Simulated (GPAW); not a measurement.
This GPAW 26.7.0 run on ZnO (zincite) needs a look.

File run.py:

```python
import numpy as np
from ase.dft.bandgap import bandgap
from ase.io import write
from ase.spacegroup import crystal
from ase.units import Ha
from gpaw import GPAW, PW
from gpaw.hybrids.energy import non_self_consistent_energy
from gpaw.new.pw.nschse import non_self_consistent_matrix_elements

# Zn 2b
# O 2b
atoms = crystal(['Zn', 'O'],
                basis=[[0.6666666667, 0.3333333333, 0.0],
                       [0.3333333333, 0.6666666667, 0.87901]],
                spacegroup=186, setting=1,  # P6_3mc
                cellpar=[3.29206696, 3.29206696, 5.27421303, 90.0, 90.0, 120.0],
                primitive_cell=True)

calc = GPAW(mode=PW(650),
            xc='MGGA_X_R2SCAN+MGGA_C_R2SCAN',
            kpts={'size': (4, 4, 3), 'gamma': True},
            occupations={'name': 'fermi-dirac', 'width': 0.001},
            nbands=31,
            convergence={'density': 1e-06, 'bands': 29},
            maxiter=5,
            txt='gpaw.txt')
atoms.calc = calc
energy = atoms.get_potential_energy()
calc.write('gs.gpw')
write('result.traj', atoms)
print(f'Energy: {energy:.6f} eV')
print('Fermi level:', round(calc.get_fermi_level(), 4), 'eV')
print(f'Gap: {bandgap(calc)[0]:.4f} eV, direct: {bandgap(calc, direct=True)[0]:.4f} eV')

calc.write('wfs.gpw', mode='all')
eps = calc.eigenvalues()
free = calc.get_potential_energy(force_consistent=True)
semilocal_x = free + calc.get_xc_difference('MGGA_X_R2SCAN')  # without correlation
exact_x = non_self_consistent_energy(calc, 'EXX').sum()
h_x = non_self_consistent_matrix_elements(GPAW('wfs.gpw').dft, 'MGGA_X_R2SCAN')
h_exx = non_self_consistent_matrix_elements(GPAW('wfs.gpw').dft, 'EXX')
shift = np.einsum('sknn->skn', h_exx - h_x).real * Ha
np.savetxt('shift.dat', shift[..., :29].reshape((-1, 29)), fmt='%.4f')
occupied = eps < calc.get_fermi_level()
for name, a in {'r2SCAN0': 0.25, 'r2SCANh': 0.1, 'r2SCAN50': 0.5, 'r2SCAN-EpsX': 0.191}.items():
    levels = (eps + a * shift)[..., :29]
    gap = levels[~occupied[..., :29]].min() - levels[occupied[..., :29]].max()
    print(f'{name}: share {a}, energy {free + a * (exact_x - semilocal_x):.6f} eV, gap {gap:.4f} eV')
```

Potentials or basis: GPAW PAW data sets (gpaw-data 1.2.1), pw.

Command:

```sh
$ OMP_NUM_THREADS=1 python run.py
```

gpaw.txt:

```text
__  _  _
 | _ |_)|_||  |
 |__||  | ||/\| - 26.7.0

Input parameters:
  mode=PW(ecut=650.0),
  convergence={'density': 1e-06, 'bands': 29},
  kpts=MonkhorstPack(size=(4, 4, 3), gamma=True),
  maxiter=5,
  nbands=31,
  occupations=Occupations(name='fermi-dirac', width=0.001),
  xc=XC(name='MGGA_X_R2SCAN+MGGA_C_R2SCAN')

Diagonalizing LCAO Hamiltonian
Converting LCAO to pw mode

        O

        Zn

           O

           Zn

Atoms  # Å, Bohr magnetons
|   | symbol |         x |        y |        z |    initial magnetic moments |
|---|--------|-----------|----------|----------|-----------------------------|
| 0 |     Zn |  1.646033 | 0.950338 | 0.000000 | ( 0.0000,  0.0000,  0.0000) |
| 1 |     Zn | -0.000000 | 1.900676 | 2.637107 | ( 0.0000,  0.0000,  0.0000) |
| 2 |      O | -0.000000 | 1.900676 | 4.636086 | ( 0.0000,  0.0000,  0.0000) |
| 3 |      O |  1.646033 | 0.950338 | 1.998979 | ( 0.0000,  0.0000,  0.0000) |

[... 88 lines left out ...]
    compensation charges:
      type: gauss
      rc: 0.21  # [Å]
      lmax: 2
    cutoffs:
      filter: 1.17  # [Å]
      core: 0.83  # [Å]
    projectors
    | kind |    occ | energy [eV] | rcut [Å] |
    |------|--------|-------------|----------|
    |   2s |  2.000 |     -23.961 |    0.688 |
    |   2p |  4.000 |      -9.029 |    0.598 |
    |    s |        |       3.251 |    0.688 |
    |    p |        |      18.182 |    0.598 |
    |    d |        |       0.000 |    0.619 |

    Using partial waves for O as LCAO basis

Reference energy: -101804.357908  # eV

eigensolver:
  PPCG
  Converge bands: 29
  niter=2

density mixing:
  MSR1-Mixer
  Pratt-step length: 0.05
  Maximum mixing coefficient: 0.75
  Old densities: 10
  SVD Regularization: 0.005
  Good broyden scale: 1.0
  Trust region scale: 1.0
  Backstep threshold: 4.0
  History deletion threshold: 6.0
  Fourier metric: weight=20.0, sigma=0.015

occupation numbers:
  Fermi-Dirac:
    width: 0.0010  # eV

poisson solver:
  ecut: 5200.0  # eV

xc functional:
  name: MGGA_X_R2SCAN+MGGA_C_R2SCAN with 2 nearest neighbor stencil

convergence criteria:
- Maximum integral of absolute [dens]ity change: 1e-06 electrons / valence electron
- Maximum [total energy] change in last 3 cyles: 0.0005 eV / valence electron
- Maximum integral of absolute [eigenst]ate change: 4e-08 eV^2 / valence electron
maximum number of iterations: 5

SCF iterations
|iter     | |      energy | eigst |  dens |
|---------|-|-------------|-------|-------|
|iter:   1| |  -44.124678 | +2.33 |       |
|iter:   2| |  -36.256578 | +0.37 | -0.99 |
|iter:   3| |  -36.506087 | -0.40 | -1.01 |
|iter:   4| |  -34.602638 | -0.82 | -1.06 |
|iter:   5| |  -34.527628 | -2.01 | -1.65 |
```

On the terminal:

```text
Traceback (most recent call last):
  File "run.py", line 28, in <module>
  File "ase/atoms.py", line 1971, in get_potential_energy
  File "new/ase_interface.py", line 292, in get_potential_energy
  File "new/ase_interface.py", line 215, in calculate_property
  File "new/ase_interface.py", line 177, in iconverge
  File "new/calculation.py", line 252, in iconverge
  File "new/scf.py", line 130, in iterate
gpaw.KohnShamConvergenceError
```

What happened, and what is wrong with the input?

No converged result was reached. The input holds a flaw that was put in on purpose: too few SCF iterations allowed.
